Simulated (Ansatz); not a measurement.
The system is Re.

```xyz
4
Lattice="2.7664 0.0000 0.0000 -1.3832 2.3958 0.0000 0.0000 0.0000 8.9388" Properties=species:S:1:pos:R:3 pbc="T T T"
Re    1.3832    0.7986    6.7041
Re    0.0000    0.0000    4.4694
Re    0.0000    1.5972    2.2347
Re    0.0000    0.0000    0.0000
```

Base run:

- Program: Ansatz 0.2.0
- Functional: BLYP
- Potentials or basis: Ansatz PAW
- Cutoff: 420 eV (not typed: the program's choice for these potentials)
- k mesh: 11 × 11 × 3
- Occupations: fermi-dirac, width 0.05 eV
- Spin: no spin polarisation

Its results: band gap on the k mesh none (metal or under the smearing width); pressure 16.9 GPa.

Problem. The run is repeated on the same cell with these changes: functional from BLYP to revPBE. What comes out?

Solution. Band gap on the k mesh none (metal or under the smearing width); pressure 6.1 GPa.

Caveats: spin-orbit coupling is left out, which moves the levels of the heavy elements; the PAW data sets come from PBE, with cores solved anew for the run's functional, which leaves a small shift of forces and pressure; so large a pressure means that the cell lies far from this level's equilibrium, or that cutoff or potentials fall short (some runs).
